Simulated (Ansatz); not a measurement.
**HgSe: strong compression**

One table from this session's results is given with a row withheld; the runs are named, their logs left out.

Method: DFT, LDA, PAW with Ansatz's default frozen-core files, scalar-relativistic, in Ansatz 0.2.0.

1 further run of the same task is left out (it didn't finish).

### Starting point

Symmetry: F-43m, No. 216, cubic system. Conventional cell: a = 6.078 Å, b = 6.078 Å, c = 6.078 Å, α = 90.00°, β = 90.00°, γ = 90.00°. Around Hg (site symmetry -43m) lie 4 Se at 2.63 Å. Se (site symmetry -43m) has 4 Hg at 2.63 Å as nearest neighbours.

Coordinates:

```
CELL_PARAMETERS angstrom
0.00000 3.03900 3.03900
3.03900 0.00000 3.03900
3.03900 3.03900 0.00000
ATOMIC_POSITIONS crystal
Hg 0.00000 0.00000 0.00000
Se 0.25000 0.25000 0.25000
```

Whether this phase is the stable one at these pressures isn't tested.

Atoms are numbered in the order of the input: Hg1, Se2.

The first run:

File input.yaml:

```yaml
crystal:
  lattice:
    - [0.0, 3.039, 3.039]
    - [3.039, 0.0, 3.039]
    - [3.039, 3.039, 0.0]
  atoms:
    - { symbol: Hg, position: [0.0, 0.0, 0.0] }
    - { symbol: Se, position: [0.25, 0.25, 0.25] }
kpoints:
  mp_grid: { grid: [8, 8, 8] }
scf:
  occupations: { method: fermi_dirac, width: 0.03 }
hamiltonian:
  xc: lda
  pseudopotentials: { kind: paw }
output:
  forces: true
  stress: true
relax:
  f_tol: 0.01
  max_steps: 30
```

On the command line:

```
$ ansatz run input.yaml --threads 1 --pin off --max-ram 2048MiB --backend cpu --events-out ev --progress --plain --runs-dir out
```

Steps of the session up to this table: Atoms relaxed at the given volume, PAW; Volume scaled by 1, PAW; Atoms relaxed at 0.7 of the volume, PAW; Volume scaled by 0.7, PAW; Atoms relaxed at 0.6 of the volume, PAW; Volume scaled by 0.6, PAW; Atoms relaxed at 0.55 of the volume, PAW; Volume scaled by 0.55, PAW.

One of the session's tables, all rows but one given; the rest of the session is left out.

| method | volume over the first | volume (Å³/atom) | pressure (GPa) |
| --- | --- | --- | --- |
| PAW | 1 | ? | ? |
| PAW | 0.7 | 19.647 | 48.07 |
| PAW | 0.6 | 16.840 | 100.93 |
| PAW | 0.55 | 15.437 | 146.12 |

**Question.** Estimate the row for PAW, 1.

As computed: volume (Å³/atom): 28.067; pressure (GPa): -0.41. In the column «volume (Å³/atom)» it is the highest.

Limits of these values: Warnings in the runs' records: stress scf threshold loose, gradients without spin orbit.
